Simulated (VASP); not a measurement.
# HC16 (a cell with a defect) in VASP: notebook

One crystal, HC16 (a cell with a defect), is run at these levels: PBE; tasks: single point.

Everything below comes from runs of VASP 6.6.1. Logs are shortened: lines on timing, memory, paths and dates and some standing lists are left out, and cuts for length are marked.

### Step 1. Starting point

The cell holds a defect, 17 atoms: a = 5.049 Å, b = 5.049 Å, c = 5.049 Å, α = 60.00°, β = 60.00°, γ = 60.00°.

The cell was built by a generator and needn't be a form met in nature.

### Step 2. Single point, PBE

INCAR reads:

```
ALGO = Normal ; EDIFF = 1E-6
ENCUT = 520 ; GGA = PE
ISIF = 2 ; ISMEAR = 0
LASPH = T ; LCHARG = T
LELF = T ; LREAL = Auto
LVHAR = T ; LWAVE = F
NBANDS = 46 ; NELECT = 64.0
NELM = 100 ; PREC = Accurate
SIGMA = 0.02
```

KPOINTS reads:

```
k-points
0
Gamma
  3 3 3
```

POSCAR reads:

```
HC16
1.0
    0.0000000000      3.5700000000      3.5700000000
    3.5700000000      0.0000000000      3.5700000000
    3.5700000000      3.5700000000      0.0000000000
C H
16 1
Direct
    0.0104364573     -0.0040436279     -0.0090195814
    0.1312945828      0.1246431168      0.1152511396
    0.0133562123     -0.0051473854      0.4908387231
    0.1365012651      0.1186620919      0.6178376145
    0.0096964701      0.4993061515     -0.0090716983
    0.1357639473      0.6220266232      0.1152788804
    0.0149107435      0.4933409649      0.4891033304
    0.1328048762      0.6231898030      0.6169647205
    0.5047216204      0.0033585101     -0.0089913620
    0.6369100830      0.1205968508      0.1142303622
    0.5108705222     -0.0158316573      0.4922118081
    0.6476070213      0.0910773689      0.6278029310
    0.5092777100      0.4973439717     -0.0103136191
    0.6353343463      0.6337267909      0.1052470930
    0.4986150622      0.5269122716      0.4843406490
    0.6414820742      0.6145732324      0.6170307887
    0.5724654057      0.3088903228      0.4040726204
```

Potentials or basis: VASP PAW PBE potentials, release 64 (C, H).

Started as:

```sh
$ cat potpaw_PBE.64/C/POTCAR potpaw_PBE.64/H/POTCAR > POTCAR
$ mpirun -np 1 vasp_std > vasp.out
```

OUTCAR:

```text
EDIFF = 1E-6
   ENCUT = 520
   GGA = PE
   ISIF = 2
   ISMEAR = 0
   LASPH = T
   LREAL = Auto
   NELECT = 64.0
   NELM = 100
   PREC = Accurate

 ion  position               nearest neighbor table
   1  0.010  0.996  0.991-   4 1.54  10 1.54   2 1.54   6 1.54
   2  0.131  0.125  0.115-   9 1.54   1 1.54   5 1.54   3 1.55
   3  0.013  0.995  0.491-  12 1.51   8 1.53   4 1.54   2 1.55
   4  0.137  0.119  0.618-   1 1.54   3 1.54  11 1.54   7 1.54
   5  0.010  0.499  0.991-   6 1.54   8 1.54  14 1.54   2 1.54
   6  0.136  0.622  0.115-   5 1.54  13 1.54   7 1.54   1 1.54
   7  0.015  0.493  0.489-  16 1.54   6 1.54   4 1.54   8 1.55
   8  0.133  0.623  0.617-  15 1.51   3 1.53   5 1.54   7 1.55
   9  0.505  0.003  0.991-  12 1.50  14 1.52  10 1.54   2 1.54
  10  0.637  0.121  0.114-   9 1.54   1 1.54  13 1.55  11 1.56
  11  0.511  0.984  0.492-  16 1.52   4 1.54  10 1.56  12 1.57
  12  0.648  0.091  0.628-  17 1.18   9 1.50   3 1.51  11 1.57  15 1.80
  13  0.509  0.497  0.990-  16 1.54   6 1.54  10 1.55  14 1.56
  14  0.635  0.634  0.105-   9 1.52   5 1.54  13 1.56  15 1.57
  15  0.499  0.527  0.484-  17 1.18  16 1.50   8 1.51  14 1.57  12 1.80
  16  0.641  0.615  0.617-  15 1.50  11 1.52  13 1.54   7 1.54
  17  0.572  0.309  0.404-  12 1.18  15 1.18

  LATTYP: Found a face centered cubic cell.
 ALAT       =     7.1400000000

  Lattice vectors:

 A1 = (   0.0000000000,   3.5700000000,   3.5700000000)
 A2 = (   3.5700000000,   0.0000000000,   3.5700000000)
 A3 = (   3.5700000000,   3.5700000000,   0.0000000000)

Analysis of symmetry for initial positions (statically):
=====================================================================
 Subroutine PRICEL returns:
 Original cell was already a primitive cell.

 Routine SETGRP: Setting up the symmetry group for a
 face centered cubic supercell.

 Subroutine GETGRP returns: Found  1 space group operations
 (whereof  1 operations were pure point group operations)
 out of a pool of 48 trial point group operations.

The static configuration has the point symmetry C_1 .

Analysis of symmetry for dynamics (positions and initial velocities):
=====================================================================
 Subroutine PRICEL returns:
 Original cell was already a primitive cell.

 Routine SETGRP: Setting up the symmetry group for a
 face centered cubic supercell.

 Subroutine GETGRP returns: Found  1 space group operations
 (whereof  1 operations were pure point group operations)
 out of a pool of 48 trial point group operations.

[... 126 lines left out ...]
   ISYM   =      2    0-nonsym 1-usesym 2-fastsym
   POTIM  = 0.5000    time-step for ionic-motion
   TEBEG  =    0.0;   TEEND  =   0.0 temperature during run
   PSTRESS=    0.0 pullay stress
   NELECT =      64.0000    total number of electrons
   NUPDOWN=      -1.0000    fix difference up-down
   EMIN   =  10.00;   EMAX   =-10.00  energy-range for DOS
   EFERMI =   0.00;   METHOD = LEGACY
   ISMEAR =     0;   SIGMA  =   0.02  broadening in eV -4-tet -1-fermi 0-gaus
   EFERMI_NEDOS =   21; number of points for ismear=-14 and -15
   IALGO  =     38    algorithm
   IMIX   =      4    mixing-type and parameters
     AMIX     =   0.40;   BMIX     =  1.00
     AMIX_MAG =   1.60;   BMIX_MAG =  1.00
  volume/ion in A,a.u.               =       5.35        36.12
  Fermi-wavevector in a.u.,A,eV,Ry     =   1.455872  2.751200 28.838420  2.119564
  Thomas-Fermi vector in A             =   2.572856
   LORBIT       =      0    0 simple, 1 ext, 2 COOP (PROOUT), +10 PAW based schemes
   GGA     = PE    functional components
   LHFCALC =     F    Hartree Fock is set to
   AEXX    =    0.0000 exact exchange contribution
   IVDW    =     0    specifies the selected vdW correction
   LEPSILON=     F    determine dielectric tensor
   LRPA    =     F    only Hartree local field effects (RPA)
 non-spin polarized calculation
 Gauss-broadening in eV      SIGMA  =   0.02
  energy-cutoff  :      520.00
  volume of cell :       91.00
 maximum number of plane-waves:      2453
 NGX is ok and might be reduce to    40
   NGX = 19   NGY = 19   NGZ = 19

 number of electron      64.0000000 magnetization

 Free energy of the ion-electron system (eV)
  ---------------------------------------------------
  ext. energy  EPLUGINS =         0.00000000
  ---------------------------------------------------
  free energy    TOTEN  =      -155.22754072 eV

  energy without entropy =     -155.22754072  energy(sigma->0) =     -155.22754072

 E-fermi :  10.0749     XC(G=0): -13.2420

 val. band max:        9.8913952668   @ k =   0.0000   0.0000   0.0000
 cond. band min:      12.4697434927   @ k =   0.0000   0.0000   0.0000
 fundamental gap:      2.5783482258
 Fermi energy:        10.0749402142

 k-point     1 :       0.0000    0.0000    0.0000
  band No.  band energies     occupation
      1     -11.9895      2.00000
      2      -6.9378      2.00000
      3      -6.0155      2.00000
      4      -5.9373      2.00000
      5      -5.8841      2.00000
      6      -4.7865      2.00000
[... 647 lines left out ...]
     43      19.1515      0.00000
     44      19.4706      0.00000
 [bands above 44 left out]

------------------------ aborting loop because EDIFF is reached ----------------------------------------

  FORCE on cell =-STRESS in cart. coord.  units (eV):
  Direction    XX          YY          ZZ          XY          YZ          ZX
  --------------------------------------------------------------------------------------
  -------------------------------------------------------------------------------------
  Total       -5.8732428     -5.8488543     -5.5995289     -2.0968420     -2.6055940      2.5651298
  in kB     -103.4079423   -102.9785432    -98.5887660    -36.9182952    -45.8756980     45.1632596
  external PRESSURE =    -101.6584172 kB  Pullay stress =       0.0000000 kB

 VOLUME and BASIS-vectors are now :
 -----------------------------------------------------------------------------
  energy-cutoff  :      520.00
  volume of cell :       91.00
      direct lattice vectors                 reciprocal lattice vectors
     0.000000000  3.570000000  3.570000000    -0.140056022  0.140056022  0.140056022
     3.570000000  0.000000000  3.570000000     0.140056022 -0.140056022  0.140056022
     3.570000000  3.570000000  0.000000000     0.140056022  0.140056022 -0.140056022

 POSITION                                       TOTAL-FORCE (eV/Angst)
 -----------------------------------------------------------------------------------
      7.09336      3.57506      3.59282         0.000885     -0.003799      0.002918
      0.85642      0.88017      0.91370         0.002246     -0.003476      0.003018
      5.30392      1.79998      3.59931         0.002500      0.004748      0.010517
      2.62930      2.69299      0.91093         0.002456     -0.002277      0.001630
      5.32014      3.57223      1.81714        -0.004188     -0.000126      0.000076
      2.63218      0.89622      2.70531        -0.001725     -0.002631     -0.002295
[... 9 lines left out ...]
      4.39683      4.49289      4.48412        -0.000792      0.014407      0.000081
      2.54528      3.48624      3.14644        -0.015800     -0.014831      0.001042
 -----------------------------------------------------------------------------------
    total drift:                                0.004572      0.006030     -0.001232

  FREE ENERGIE OF THE ION-ELECTRON SYSTEM (eV)
  ---------------------------------------------------
  free  energy   TOTEN  =      -155.2275407214 eV

  energy  without entropy=     -155.2275407214  energy(sigma->0) =     -155.22754072
```

Run time: 2.1 min. Hardware: 1 thread of Intel Xeon Platinum 8259CL at 2.50GHz (Skylake/Cascade Lake), shared host; peak memory 0.25 GiB.

Results:

* Free energy: -155.2275 eV
* Largest force: 0.022 eV/Å
* Band gap on the k mesh: 2.58 eV, direct

Forces in eV/Å, atoms in the order of the input:
```
C    0.001 -0.004  0.003
C    0.002 -0.003  0.003
C    0.003  0.005  0.011
C    0.002 -0.002  0.002
C   -0.004  0.000  0.000
C   -0.002 -0.003 -0.002
C    0.002  0.004 -0.001
C    0.001 -0.003 -0.009
C    0.015  0.002  0.000
C    0.004 -0.006  0.001
C    0.006 -0.001  0.000
C    0.000 -0.004  0.004
C   -0.006  0.008  0.003
C   -0.006  0.001 -0.007
C   -0.002  0.004 -0.009
C   -0.001  0.014  0.000
H   -0.016 -0.015  0.001
```

Levels at points of the mesh, in eV from the valence-band top:
```csv
k point,band 30,band 31,band 32,band 33,band 34,band 35
"(0.00, 0.00, 0.00)",-0.28,-0.15,0.00,2.58,3.35,4.29
```

Caveat: the k mesh is coarse (spacing up to 0.51 Å⁻¹), so the values aren't converged; the cell carries a net charge on a neutralising background, which shifts energy and pressure; the cell is charged against a uniform background, so pressure and absolute levels hang on convention. PBE gaps usually lie below the measured ones, often by a third to a half.

### Step 3. Single point, PBE

INCAR reads:

```
SYSTEM = HC16
ALGO = Fast ; EDIFF = 1E-6
ENCUT = 520 ; GGA = PE
ISIF = 2 ; ISMEAR = 0
LASPH = .TRUE. ; LCHARG = .FALSE.
LREAL = Auto ; LWAVE = .FALSE.
NBANDS = 46 ; NELECT = 64.0
NELM = 100 ; PREC = Accurate
SIGMA = 0.02
```

KPOINTS reads:

```
k-points
0
G
  3 3 3
  0 0 0
```

POSCAR reads:

```
HC16
1.0
    0.0000000000      3.5700000000      3.5700000000
    3.5700000000      0.0000000000      3.5700000000
    3.5700000000      3.5700000000      0.0000000000
C H
16 1
Direct
    0.0095674709     -0.0065228802     -0.0033233894
    0.1339029822      0.1150864061      0.1253906904
    0.0095414055     -0.0109802527      0.4985310370
    0.1338600083      0.1143453853      0.6228468839
    0.0196382447      0.4894491781     -0.0002090695
    0.1338240198      0.6200623192      0.1246210719
    0.0106008206      0.4878745515      0.4972439442
    0.1351765501      0.6154924591      0.6217853136
    0.5078620472     -0.0080499390     -0.0016349061
    0.6339738195      0.1113735789      0.1245135422
    0.5069979272     -0.0117260093      0.4984783948
    0.6357139848      0.1098865788      0.6227932719
    0.4971360169      0.4771883155     -0.0080953388
    0.6404020246      0.6262110856      0.1352744727
    0.5077999871      0.4833133397      0.4985752925
    0.6325934859      0.6139171093      0.6128240665
    0.7217052048      0.5509664442     -0.0884928577
```

Potentials or basis: VASP PAW PBE potentials, release 64 (C, H).

Started as:

```sh
$ cat potpaw_PBE.64/C/POTCAR potpaw_PBE.64/H/POTCAR > POTCAR
$ mpirun -np 1 vasp_std > vasp.out
```

It took 2.6 min on 1 thread of Intel Xeon Platinum 8259CL at 2.50GHz (Skylake/Cascade Lake), shared host; peak memory 0.23 GiB.

Results (log left out):

```yaml
Free_energy: -155.2276 eV
Largest_force: 0.021 eV/Å
Band_gap_on_the_k_mesh: 2.58 eV, direct
```

Forces in eV/Å, atoms in the order of the input:
```
C    0.001  0.004  0.003
C   -0.003  0.002  0.000
C    0.000  0.000  0.004
C    0.000  0.002  0.000
C   -0.009 -0.005  0.004
C    0.008  0.000  0.000
C    0.003 -0.001  0.005
C   -0.004  0.000 -0.006
C    0.002 -0.008  0.006
C    0.002  0.010 -0.006
C    0.002  0.000  0.000
C    0.002  0.002 -0.004
C    0.010 -0.003 -0.004
C    0.003  0.000 -0.011
C   -0.005 -0.001 -0.007
C    0.000 -0.002  0.001
H   -0.014 -0.001  0.015
```

Levels at points of the mesh, in eV from the valence-band top:
```tsv
k point	band 28	band 29	band 30	band 31	band 32	band 33	band 34	band 35	band 36	band 37
(0.00, 0.00, 0.00)	-2.73	-2.61	-0.28	-0.15	0.00	2.58	3.35	4.29	4.50	4.80
```

Caveat: the k mesh is coarse (spacing up to 0.51 Å⁻¹), so the values aren't converged; the cell carries a net charge on a neutralising background, which shifts energy and pressure; the cell is charged against a uniform background, so pressure and absolute levels hang on convention. A hybrid or GW would open this gap; PBE tends to underestimate it.
